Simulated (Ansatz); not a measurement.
Geometry optimisation in Ansatz: input, command and trajectory.

```yaml
crystal:
  lattice:
    - [4.8803694195, 0.0, 0.0]
    - [0.0, 4.8803694195, 0.0]
    - [0.3885217585, 0.0, 3.2376813208]
  atoms:
    - { symbol: Hf, position: [0.0, 0.0, 0.0] }
    - { symbol: Hf, position: [0.5, 0.5, 0.5] }
    - { symbol: O, position: [0.1969445486, 0.8068087267, 0.4858476874] }
    - { symbol: O, position: [0.3030554514, 0.3068087267, 0.0141523126] }
    - { symbol: O, position: [0.6969445486, 0.6931912733, -0.0141523126] }
    - { symbol: O, position: [0.8030554514, 0.1931912733, 0.5141523126] }
basis:
  ecutwfc: 420
kpoints:
  mp_grid: { grid: [6, 6, 8] }
hamiltonian:
  xc: pbe
scf:
  occupations: { method: gaussian, width: 0.02 }
output:
  forces: true
  stress: true
  eigenvalues: true
  write_density: true
  write_potential: true
  elf: true
  volumetric_format: npy
relax:
  adjacent_minimum: "off"
  f_tol: 0.008
  max_steps: 40
```

```bash
ansatz run input.yaml --threads 1 --pin off --max-ram 2560MiB --backend cpu --events-out ev --progress --plain --runs-dir out
```

Method: Ansatz, DFT PBE, scalar-relativistic, plane waves, PAW.

Of 4 frames 3 are shown, positions in Å and forces in eV/Å; the SCF threshold varies from step to step.

```xyz
6
Lattice="4.8804 0.0000 0.0000 0.0000 4.8804 0.0000 0.3885 0.0000 3.2377" Properties=species:S:1:pos:R:3:forces:R:3 pbc="T T T" step=1 free_energy_over_end_meV_per_atom=2.04
Hf    0.0000    0.0000    0.0000    0.0000    0.0000    0.0000
Hf    2.6344    2.4402    1.6188    0.0000    0.0000    0.0000
O     1.1499    3.9375    1.5730    0.0481   -0.0442   -0.2707
O     1.4845    1.4973    0.0458   -0.0481   -0.0442    0.2707
O     3.3958    3.3830   -0.0458    0.0481    0.0442   -0.2707
O     4.1190    0.9428    1.6647   -0.0481    0.0442    0.2707
6
Lattice="4.8804 0.0000 0.0000 0.0000 4.8804 0.0000 0.3885 0.0000 3.2377" Properties=species:S:1:pos:R:3:forces:R:3 pbc="T T T" step=2 free_energy_over_end_meV_per_atom=0.24
Hf    0.0000    0.0000    0.0000    0.0000    0.0000    0.0000
Hf    2.6344    2.4402    1.6188    0.0000    0.0000    0.0000
O     1.1558    3.9415    1.5581    0.0060    0.0061   -0.0820
O     1.4787    1.5013    0.0608   -0.0060    0.0061    0.0820
O     3.4017    3.3791   -0.0608    0.0060   -0.0061   -0.0820
O     4.1131    0.9389    1.6796   -0.0060   -0.0061    0.0820
6
Lattice="4.8804 0.0000 0.0000 0.0000 4.8804 0.0000 0.3885 0.0000 3.2377" Properties=species:S:1:pos:R:3:forces:R:3 pbc="T T T" step=4 free_energy_over_end_meV_per_atom=0.00
Hf    0.0000    0.0000    0.0000    0.0000    0.0000    0.0000
Hf    2.6344    2.4402    1.6188    0.0000    0.0000    0.0000
O     1.1611    3.9480    1.5507    0.0056    0.0026    0.0026
O     1.4734    1.5078    0.0682   -0.0056    0.0026   -0.0026
O     3.4070    3.3725   -0.0682    0.0056   -0.0026    0.0026
O     4.1078    0.9323    1.6870   -0.0056   -0.0026   -0.0026
```

It took 68 s on 1 thread of Arm Neoverse V2, on a shared host, peak memory 0.53 GiB.

Spin–orbit coupling is left out, which can shift energies with elements as heavy as these.